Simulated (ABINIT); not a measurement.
Crystal: HfO2.

```xyz
3
Lattice="0.0000 2.5575 2.5575 2.5575 0.0000 2.5575 2.5575 2.5575 0.0000" Properties=species:S:1:pos:R:3 pbc="T T T"
Hf    0.0000    0.0000    0.0000
O     3.8363    3.8363    3.8363
O     1.2788    1.2788    1.2788
```

Measurements of this composition are mostly on another form, of space group No. 14.

Program: ABINIT 10.8.3 (patched build). Alike in all runs: no spin polarisation; cell as given; cutoff (eV) 626; smearing fermi-dirac 0.05 eV.

Task: Order these runs on this cell by their pressure, lowest first.
A. level rPW86PBE; potentials or basis JTH PAW PBE v2.0; k mesh 9 × 9 × 9; mesh quality not flagged
B. level LDA; potentials or basis JTH PAW LDA v2.0; k mesh 9 × 9 × 9; mesh quality not flagged
C. level PBE; potentials or basis JTH PAW PBE v2.0; k mesh 4 × 4 × 4; mesh quality coarse
D. level PBEsol; potentials or basis JTH PAW PBE v2.0; k mesh 9 × 9 × 9; mesh quality not flagged

Result: B (-20.0 GPa), D (-13.1 GPa), C (-5.8 GPa), A (1.2 GPa).

Caveats: some runs use coarse meshes; the PAW data sets were made with another functional, which shifts forces and pressure a little (some runs); so large a pressure means that the cell lies far from this level's equilibrium, or that cutoff or potentials fall short (some runs).

Not every run made on this cell is shown here.
